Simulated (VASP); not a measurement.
# Cu (Fm-3m) in VASP: notebook

The runs below take Cu through relaxation of cell and atoms, with PBE.

All numbers are computed with VASP 6.6.1; they aren't measurements. Logs are shortened: lines on timing, memory, paths and dates and some standing lists are left out, and cuts for length are marked.

### Step 1. The structure

The structure is cubic, space group Fm-3m (No. 225). Conventional cell: a = 3.615 Å, b = 3.615 Å, c = 3.615 Å, α = 90.00°, β = 90.00°, γ = 90.00°. Cu (site symmetry m-3m) is surrounded by 12 Cu at 2.56 Å.

### Step 2. Relaxation of cell and atoms, PBE, collinear spin, ferromagnetic start

Contents of INCAR:

```
PREC     = Accurate       # precision mode
ENCUT    = 520            # plane-wave cutoff, eV
EDIFF    = 1E-7           # SCF threshold, eV
ISMEAR   = 0              # smearing method
SIGMA    = 0.1            # smearing width, eV
LREAL    = F              # projectors in reciprocal space
LASPH    = T              # aspherical terms in the spheres
NELM     = 100            # most SCF steps
ALGO     = Normal         # electronic algorithm
ISIF     = 3              # what is computed and relaxed
LWAVE    = F              # write WAVECAR
LCHARG   = F              # write CHGCAR
ISPIN    = 2              # spin polarisation
MAGMOM   = 1              # initial moments
LORBIT   = 11             # projections on sites
LMAXMIX  = 4              # l up to which the mixer works
GGA      = PE             # functional
IBRION   = 2              # ionic algorithm
NSW      = 80             # ionic steps
EDIFFG   = -0.002         # ionic threshold
```

Contents of KPOINTS:

```
regular mesh
0
Gamma
  20 20 20
```

Contents of POSCAR:

```
Cu
1.0
    0.0000000000      1.8075000000      1.8075000000
    1.8075000000      0.0000000000      1.8075000000
    1.8075000000      1.8075000000      0.0000000000
Cu
1
Direct
    0.0000000000      0.0000000000      0.0000000000
```

Potentials or basis: VASP PAW PBE potentials, release 64 (Cu).

On the command line:

```bash
$ cat potpaw_PBE.64/Cu/POTCAR > POTCAR
$ mpirun -np 1 vasp_std > vasp.out
```

OUTCAR:

```text
PREC = Accurate
   ENCUT = 520
   EDIFF = 1E-7
   ISMEAR = 0
   LREAL = F
   LASPH = T
   NELM = 100
   ISIF = 3
   ISPIN = 2
   LORBIT = 11
   GGA = PE
   IBRION = 2
   NSW = 80
   EDIFFG = -0.002

 ion  position               nearest neighbor table
   1  0.000  0.000  0.000-

  LATTYP: Found a face centered cubic cell.
 ALAT       =     3.6150000000

  Lattice vectors:

 A1 = (   0.0000000000,   1.8075000000,   1.8075000000)
 A2 = (   1.8075000000,   0.0000000000,   1.8075000000)
 A3 = (   1.8075000000,   1.8075000000,   0.0000000000)

Analysis of symmetry for initial positions (statically):
=====================================================================
 Subroutine PRICEL returns:
 Original cell was already a primitive cell.

 Routine SETGRP: Setting up the symmetry group for a
 face centered cubic supercell.

 Subroutine GETGRP returns: Found 48 space group operations
 (whereof 48 operations were pure point group operations)
 out of a pool of 48 trial point group operations.

The static configuration has the point symmetry O_h .

Analysis of symmetry for dynamics (positions and initial velocities):
=====================================================================
 Subroutine PRICEL returns:
 Original cell was already a primitive cell.

 Routine SETGRP: Setting up the symmetry group for a
 face centered cubic supercell.

 Subroutine GETGRP returns: Found 48 space group operations
 (whereof 48 operations were pure point group operations)
 out of a pool of 48 trial point group operations.

The dynamic configuration has the point symmetry O_h .

Analysis of structural, dynamic, and magnetic symmetry:
=====================================================================
 Subroutine PRICEL returns:
 Original cell was already a primitive cell.

 Routine SETGRP: Setting up the symmetry group for a
 face centered cubic supercell.

 Subroutine GETGRP returns: Found 48 space group operations
 (whereof 48 operations were pure point group operations)
 out of a pool of 48 trial point group operations.

The overall configuration has the point symmetry O_h .

 Subroutine INISYM returns: Found 48 space group operations
 (whereof 48 operations are pure point group operations),
 and found     1 'primitive' translations

----------------------------------------------------------------------------------------

                                     Primitive cell

  volume of cell :      11.8104

  direct lattice vectors                    reciprocal lattice vectors
     0.000000000  1.807500000  1.807500000    -0.276625173  0.276625173  0.276625173
[... 107 lines left out ...]
  Thomas-Fermi vector in A             =   2.696162
   LORBIT       =     11    0 simple, 1 ext, 2 COOP (PROOUT), +10 PAW based schemes
   GGA     = PE    functional components
   LHFCALC =     F    Hartree Fock is set to
   AEXX    =    0.0000 exact exchange contribution
   IVDW    =     0    specifies the selected vdW correction
   LEPSILON=     F    determine dielectric tensor
   LRPA    =     F    only Hartree local field effects (RPA)
 conjugate gradient relaxation of ions
 spin polarized calculation
 Gauss-broadening in eV      SIGMA  =   0.10
  energy-cutoff  :      520.00
  volume of cell :       11.81
 maximum number of plane-waves:       332
   NGX =  9   NGY =  9   NGZ =  9

--------------------------------------- Ionic step        1  -------------------------------------------

 number of electron      11.0000001 magnetization       0.0005584

 number of electron      11.0000001 magnetization      -0.0000000

 Free energy of the ion-electron system (eV)
  ---------------------------------------------------
  ext. energy  EPLUGINS =         0.00000000
  ---------------------------------------------------
  free energy    TOTEN  =        -3.72803552 eV

  energy without entropy =       -3.72672103  energy(sigma->0) =       -3.72737828

------------------------ aborting loop because EDIFF is reached ----------------------------------------

  FORCE on cell =-STRESS in cart. coord.  units (eV):
  Direction    XX          YY          ZZ          XY          YZ          ZX
  --------------------------------------------------------------------------------------
  -------------------------------------------------------------------------------------
  Total        0.1703111      0.1703111      0.1703111      0.0000000     -0.0000000      0.0000000
  in kB       23.1040838     23.1040838     23.1040838      0.0000000     -0.0000000      0.0000000
  external PRESSURE =      23.1040838 kB  Pullay stress =       0.0000000 kB
[... 61 lines left out ...]
 number of electron      10.9999996 magnetization      -0.0000000

 number of electron      10.9999996 magnetization       0.0000000

 Free energy of the ion-electron system (eV)
  ---------------------------------------------------
  ext. energy  EPLUGINS =         0.00000000
  ---------------------------------------------------
  free energy    TOTEN  =        -3.72935705 eV

  energy without entropy =       -3.72801818  energy(sigma->0) =       -3.72868762

 E-fermi :   7.3659     XC(G=0): -12.6346

 val. band max:        7.3456530350   @ k =   0.5000   0.2500   0.1000
 cond. band min:       7.4110833265   @ k =   0.5000   0.3500   0.1500
 fundamental gap:      0.0654302914
 Fermi energy:         7.3658843197

 spin component 1

 k-point     1 :       0.0000    0.0000    0.0000
  band No.  band energies     occupation
      1      -1.8398      1.00000
      2       4.4147      1.00000
      3       4.4147      1.00000
      4       4.4147      1.00000
      5       5.2169      1.00000
      6       5.2169      1.00000
      7      29.8604      0.00000
      8      32.3830      0.00000
      9      32.3830      0.00000
     10      32.3830      0.00000
[... 287 lines left out ...]
 k-point    24 :      -0.3500    0.0500    0.0000
  band No.  band energies     occupation
      1       1.9422      1.00000
      2       4.4407      1.00000
      3       4.4795      1.00000
      4       4.6163      1.00000
      5       5.5253      1.00000
      6       5.8028      1.00000
      7      14.5813      0.00000
      8      27.0050      0.00000
      9      29.4045      0.00000
     10      30.2943      0.00000

 [... further k-points ...]

 spin component 2

 k-point     1 :       0.0000    0.0000    0.0000
  band No.  band energies     occupation
      1      -1.8398      1.00000
      2       4.4147      1.00000
      3       4.4147      1.00000
      4       4.4147      1.00000
      5       5.2169      1.00000
      6       5.2169      1.00000
      7      29.8604      0.00000
      8      32.3830      0.00000
      9      32.3830      0.00000
     10      32.3830      0.00000
[... 327 lines left out ...]
  FREE ENERGIE OF THE ION-ELECTRON SYSTEM (eV)
  ---------------------------------------------------
  free  energy   TOTEN  =        -3.7293570523 eV

  energy  without entropy=       -3.7280181827  energy(sigma->0) =       -3.72868762

 reached required accuracy - stopping structural energy minimisation

 total charge

# of ion       s       p       d       tot
------------------------------------------
    1        0.442   0.371   9.172   9.985

 magnetization (x)

# of ion       s       p       d       tot
------------------------------------------
    1        0.000   0.000   0.000   0.000
```

OSZICAR:

```text
N       E                     dE             d eps       ncg     rms          rms(c)
DAV:   1     0.393375833297E+02    0.39338E+02   -0.59143E+03 10746   0.196E+03
[... 26 lines left out ...]
DAV:   2    -0.373669648552E+01    0.11797E-01   -0.29601E-01 11262   0.114E+01    0.502E-01
DAV:   3    -0.372984709578E+01    0.68494E-02   -0.49362E-02 11194   0.477E+00    0.158E-01
DAV:   4    -0.372935883253E+01    0.48826E-03   -0.53719E-04 12496   0.249E-01    0.289E-03
DAV:   5    -0.372935846996E+01    0.36257E-06   -0.80270E-06 14020   0.477E-02    0.558E-03
DAV:   6    -0.372935692290E+01    0.15471E-05   -0.14905E-06 11102   0.222E-02    0.568E-04
DAV:   7    -0.372935703196E+01   -0.10906E-06   -0.16432E-08  5638   0.256E-03    0.550E-05
DAV:   8    -0.372935705226E+01   -0.20296E-07   -0.17612E-09  5216   0.575E-04
   3 F= -.37293571E+01 E0= -.37286876E+01  d E =-.132153E-02  mag=    -0.0000
```

It took 79 s on 1 thread of Intel Xeon Platinum 8488C (Sapphire Rapids), shared host; peak memory 0.18 GiB.

Results:

```yaml
Free_energy: -3.7294 eV
Relaxed_volume: 12.00 Å³/atom
Relaxed_cell: a = 2.570 Å, b = 2.570 Å, c = 2.570 Å, α = 60.00°, β = 60.00°, γ = 60.00°
Space_group_after_relaxing_to_0.05_Å: Fm-3m (No. 225)
Energy_gained_by_relaxing: 1.3 meV/atom
Ionic_steps: 3
Pressure_after_relaxing: 0.0 GPa
Band_gap_on_the_k_mesh: none (metal or under the smearing width)
Net_moment: 0.00 μB per cell
Valence_electrons_inside_the_program's_atomic_spheres: Cu 9.98
```

Step by step:
```
step  energy change (eV)  largest force (eV/Å)  pressure (GPa)  volume (Å³)
   1              0.0000                0.0000            2.31        11.81
   2             -0.0009                0.0000           -1.20        12.10
   3             -0.0013                0.0000            0.01        12.00
```

Final structure:
```
Cu
1.0
     0.00000    1.81699    1.81699
     1.81699    0.00000    1.81699
     1.81699    1.81699    0.00000
Cu
1
Direct
  0.00000 0.00000 0.00000
```

Levels at points of the mesh, in eV from the Fermi level:
Spin up:
| k point | band 4 | band 5 | band 6 | band 7 | band 8 | band 9 |
| --- | --- | --- | --- | --- | --- | --- |
| (0.00, 0.00, 0.00) | -2.95 | -2.15 | -2.15 | 22.49 | 25.02 | 25.02 |
| (0.50, 0.00, 0.00) | -1.59 | -1.59 | -0.93 | 3.71 | 20.99 | 21.85 |
| (0.50, 0.50, 0.00) | -1.45 | -1.45 | 1.54 | 7.03 | 12.99 | 12.99 |
Spin down:
| k point | band 2 | band 3 | band 4 | band 5 | band 6 | band 7 | band 8 | band 9 | band 10 |
| --- | --- | --- | --- | --- | --- | --- | --- | --- | --- |
| (0.00, 0.00, 0.00) | -2.95 | -2.95 | -2.95 | -2.15 | -2.15 | 22.49 | 25.02 | 25.02 | 25.02 |
| (0.50, 0.00, 0.00) | -2.98 | -2.98 | -1.59 | -1.59 | -0.93 | 3.71 | 20.99 | 21.85 | 21.85 |
| (0.50, 0.50, 0.00) | -4.31 | -1.61 | -1.45 | -1.45 | 1.54 | 7.03 | 12.99 | 12.99 | 17.44 |

### Step 3. Relaxation of cell and atoms, PBE, collinear spin, ferromagnetic start

This run uses another cell than the first one, of 12.00 Å³/atom, 1.016 times its volume.

INCAR is that of step 2.

KPOINTS is that of step 2.

Contents of POSCAR:

```
Cu                                      
1.0
    0.0000000000      1.8169944586      1.8169944586
    1.8169944586     -0.0000000000      1.8169944586
    1.8169944586      1.8169944586      0.0000000000
  Cu            
     1
Direct
     0.0000000000000000    0.0000000000000000    0.0000000000000000
```

Potentials or basis: VASP PAW PBE potentials, release 64 (Cu).

On the command line:

```bash
$ cat potpaw_PBE.64/Cu/POTCAR > POTCAR
$ mpirun -np 1 vasp_std > vasp.out
```

It took 48 s on 1 thread of Intel Xeon Platinum 8488C (Sapphire Rapids), shared host; peak memory 0.17 GiB.

It converged, with:

```
Free energy                                           : -3.7295 eV
Relaxed volume                                        : 12.00 Å³/atom
Relaxed cell                                          : a = 2.570 Å, b = 2.570 Å, c = 2.570 Å, α = 60.00°, β = 60.00°, γ = 60.00°
Space group after relaxing (to 0.05 Å)                : Fm-3m (No. 225)
Energy gained by relaxing                             : 0.0 meV/atom
Ionic steps                                           : 2
Pressure after relaxing                               : 0.0 GPa
Band gap on the k mesh                                : none (metal or under the smearing width)
Net moment                                            : 0.00 μB per cell
Valence electrons inside the program's atomic spheres : Cu 9.98
```

Final structure:
```
Cu
1.0
     0.00000    1.81733    1.81733
     1.81733    0.00000    1.81733
     1.81733    1.81733    0.00000
Cu
1
Direct
  0.00000 0.00000 0.00000
```

Levels at points of the mesh, in eV from the Fermi level:
Spin up:
| k point | band 4 | band 5 | band 6 | band 7 | band 8 | band 9 |
| --- | --- | --- | --- | --- | --- | --- |
| (0.00, 0.00, 0.00) | -2.95 | -2.15 | -2.15 | 22.49 | 25.01 | 25.01 |
| (0.50, 0.00, 0.00) | -1.59 | -1.59 | -0.93 | 3.70 | 20.99 | 21.85 |
| (0.50, 0.50, 0.00) | -1.45 | -1.45 | 1.54 | 7.03 | 12.98 | 12.98 |
Spin down:
```csv
k point,band 4,band 5,band 6,band 7,band 8,band 9
"(0.00, 0.00, 0.00)",-2.95,-2.15,-2.15,22.49,25.01,25.01
"(0.50, 0.00, 0.00)",-1.59,-1.59,-0.93,3.70,20.99,21.85
"(0.50, 0.50, 0.00)",-1.45,-1.45,1.54,7.03,12.98,12.98
```
